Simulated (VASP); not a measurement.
Pt:

```
Pt
1.0
     2.77437    0.00000    0.00000
    -1.38718    2.40267    0.00000
     0.00000    0.00000    4.53054
Pt
2
Cartesian
  0.0000 1.6018 1.1326
  1.3872 0.8009 3.3979
```

This isn't the form of Pt at room conditions, which is fcc.

* Program: VASP 6.6.1
* Task: relaxation of cell and atoms
* Functional: PBEsol
* Potentials or basis: VASP PAW PBE potentials, release 64 (Pt)
* Cutoff: 580 eV
* k mesh: 18 × 18 × 10
* Occupations: gaussian, width 0.1 eV
* Spin: no spin polarisation

At the start: pressure 0.1 GPa; volume 15.10 Å³/atom.

Q: How do energy, volume and symmetry change on relaxing?

A: Over 3 steps the energy falls by 17.5 meV/atom and the volume is 15.12 Å³/atom (+0.1 %); space group P6_3/mmc (No. 194, to 0.05 Å).

Step by step:
| step | energy change (eV) | largest force (eV/Å) | pressure (GPa) | volume (Å³) |
| --- | --- | --- | --- | --- |
| 1 | 0.0000 | 0.0000 | 0.12 | 30.20 |
| 2 | -0.0326 | 0.0000 | -0.22 | 30.23 |
| 3 | -0.0351 | 0.0000 | -0.01 | 30.23 |

Final structure:
```yaml
crystal:
  lattice:
    - [2.72531, 0.00000, 0.00000]
    - [-1.36265, 2.36019, 0.00000]
    - [0.00000, 0.00000, 4.70048]
  atoms:
    - { symbol: Pt, position: [0.33333, 0.66667, 0.25000] }
    - { symbol: Pt, position: [0.66667, 0.33333, 0.75000] }
```

Caveat: the PAW data sets were made with another functional, which shifts forces and pressure a little.
